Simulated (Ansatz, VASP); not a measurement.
**PtS2 in VASP and in Ansatz**

The input INCAR:

```
PREC = Accurate
ENCUT = 520
EDIFF = 1E-6
ISMEAR = 0
SIGMA = 0.05
LREAL = F
LASPH = T
NELM = 60
ALGO = Normal
ISIF = 2
LWAVE = F
LCHARG = F
GGA = PE
NBANDS = 18
```

Contents of KPOINTS:

```
regular mesh
0
Gamma
  12 12 8
```

The input POSCAR:

```
PtS2
1.0
    3.6317794627      0.0000000000      0.0000000000
   -1.8158897313      3.1452132756      0.0000000000
    0.0000000000      0.0000000000      5.2907400000
Pt S
1 2
Direct
    0.0000000000      0.0000000000      0.0000000000
    0.3333333333      0.6666666667      0.2500000000
    0.6666666667      0.3333333333      0.7500000000
```

Input for Ansatz:

```yaml
crystal:
  lattice:
    - [3.6317794627, 0.0, 0.0]
    - [-1.8158897313, 3.1452132756, 0.0]
    - [0.0, 0.0, 5.29074]
  atoms:
    - { symbol: Pt, position: [0.0, 0.0, 0.0] }
    - { symbol: S, position: [0.3333333333, 0.6666666667, 0.25] }
    - { symbol: S, position: [0.6666666667, 0.3333333333, 0.75] }
basis:
  ecutwfc: 420
kpoints:
  mp_grid: { grid: [12, 12, 8] }
hamiltonian:
  xc: pbe
scf:
  occupations: { method: gaussian, width: 0.05 }
output:
  forces: true
  stress: true
  eigenvalues: true
```

Change from the starting cell: strain +0.025 along x and y, +0.050 along z, atoms carried along.

Alike in both runs: task single point; functional PBE; k mesh 12 × 12 × 8; occupations gaussian, width 0.05 eV; no spin polarisation.

|  | VASP | Ansatz |
| --- | --- | --- |
| version | VASP 6.6.1 | Ansatz 0.2.0 |
| potentials or method | VASP PAW PBE potentials, release 64 (Pt, S) | scalar-relativistic, plane waves, PAW |
| plane-wave cutoff (eV) | 520 | 420 |
| valence electrons in the cell | 22 | 30 |

|  | VASP | Ansatz | Ansatz less VASP |
| --- | --- | --- | --- |
| gap on the k mesh at the Fermi level (eV) | 0.52 | 0.52 | +0.002 |
| least direct gap on the mesh (eV) | 0.78 | 0.77 | -0.005 |
| pressure (GPa) | -8.6 | -8.2 | +0.33 |
| largest component of the traceless stress (GPa) | 0.16 | 0.24 | +0.084 |
| rms of the force components (eV/Å) | 0.670 | 0.656 | -0.0140 |

Atom by atom the forces differ by 0.014 eV/Å (rms over components). The two sets of potentials don't hold the same shells in valence.

Caveats: spin-orbit coupling is left out, which moves the levels of the heavy elements; the cell's inner coordinates are idealised or old, which leaves forces on the atoms. A k mesh can miss the band edges.
